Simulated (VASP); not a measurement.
Here is a VASP 6.6.1 calculation.

INCAR

```
PREC     = Accurate       # precision mode
ENCUT    = 520            # plane-wave cutoff, eV
EDIFF    = 1E-7           # SCF threshold, eV
ISMEAR   = -1             # smearing method
SIGMA    = 0.05           # smearing width, eV
LREAL    = F              # projectors in reciprocal space
LASPH    = T              # aspherical terms in the spheres
NELM     = 100            # most SCF steps
ALGO     = Normal         # electronic algorithm
ISIF     = 2              # what is computed and relaxed
LWAVE    = F              # write WAVECAR
LCHARG   = F              # write CHGCAR
METAGGA  = R2SCAN         # meta-GGA
LMIXTAU  = T            
LEFG     = T
```

Contents of KPOINTS:

```
regular mesh
0
Gamma
  13 13 7
```

Contents of POSCAR:

```
Ti
1.0
    2.9500000000      0.0000000000      0.0000000000
   -1.4750000000      2.5547749412      0.0000000000
    0.0000000000      0.0000000000      4.6800000000
Ti
2
Direct
    0.3333333333      0.6666666667      0.2500000000
    0.6666666667      0.3333333333      0.7500000000
```

Potentials or basis: VASP PAW PBE potentials, release 64 (Ti_sv).

The run is started by

```sh
$ cat potpaw_PBE.64/Ti_sv/POTCAR > POTCAR
$ mpirun -np 1 vasp_std > vasp.out
```

**Question.** Estimate the band gap on the k mesh.

**Answer.** None (metal or under the smearing width).

**Question.** Predict the pressure.

**Answer.** -1.8 GPa.

Electric field gradients, principal values (V/Å²):
| atom | Vxx | Vyy | Vzz |
| --- | --- | --- | --- |
| 1 Ti | -8.370 | -8.370 | 16.741 |
| 2 Ti | -8.370 | -8.370 | 16.741 |

Caveat: the PAW data sets were made with another functional, which shifts forces and pressure a little.
